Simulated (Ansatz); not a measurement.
The system is FePt (Tetraferroplatinum).

```
Pt Fe
1.0
     2.72350    0.00000    0.00000
     0.00000    2.72350    0.00000
     0.00000    0.00000    3.72000
Pt Fe
1 1
Direct
  0.50000 0.50000 0.50000
  0.00000 0.00000 0.00000
```

Base run:

- Program: Ansatz 0.2.0
- Functional: PBE
- Potentials or basis: Ansatz PAW
- Cutoff: 420 eV (not typed: the program's choice for these potentials)
- k mesh: 10 × 10 × 7
- Occupations: fermi-dirac, width 0.05 eV
- Spin: collinear spin, random start
- Starting moments: [0.0, -1.84] μB

Its results: band gap on the k mesh none (metal or under the smearing width); pressure 3.4 GPa.

Question: The run is repeated on the same cell with these changes: spin from collinear spin, random start to no spin polarisation. What comes out?

Answer: Band gap on the k mesh none (metal or under the smearing width); pressure -13.0 GPa.
